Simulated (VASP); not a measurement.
MgS:

```
S Mg
1.0
     0.00000    2.83312    2.83312
     2.83312    0.00000    2.83312
     2.83312    2.83312    0.00000
S Mg
1 1
Direct
  0.25000 0.25000 0.25000
  0.00000 0.00000 0.00000
```

The cell comes from a database or a generator and needn't be the stable form of this composition.

| Quantity | Value |
| --- | --- |
| Program | VASP 6.6.1 |
| Task | relaxation of cell and atoms |
| Functional | LDA |
| Potentials or basis | VASP PAW LDA potentials, release 64 (S, Mg) |
| Cutoff | 600 eV |
| k mesh | 8 × 8 × 8 |
| Occupations | gaussian, width 0.02 eV |
| Spin | no spin polarisation |

At the start: pressure -2.5 GPa; volume 22.74 Å³/atom.

**Question.** How do energy, volume and symmetry change on relaxing?

**Answer.** Over 3 steps the energy falls by 7.9 meV/atom and the volume is 21.77 Å³/atom (-4.3 %); space group F-43m (No. 216, to 0.05 Å).

Step by step:
| step | energy change (eV) | largest force (eV/Å) | pressure (GPa) | volume (Å³) |
| --- | --- | --- | --- | --- |
| 1 | 0.0000 | 0.0000 | -2.50 | 45.48 |
| 2 | -0.0151 | 0.0000 | 0.53 | 43.18 |
| 3 | -0.0157 | 0.0000 | 0.00 | 43.54 |

Final structure:
```xyz
2
Lattice="0.0000 2.7922 2.7922 2.7922 0.0000 2.7922 2.7922 2.7922 0.0000" Properties=species:S:1:pos:R:3 pbc="T T T"
S     1.3961    1.3961    1.3961
Mg    0.0000    0.0000    0.0000
```
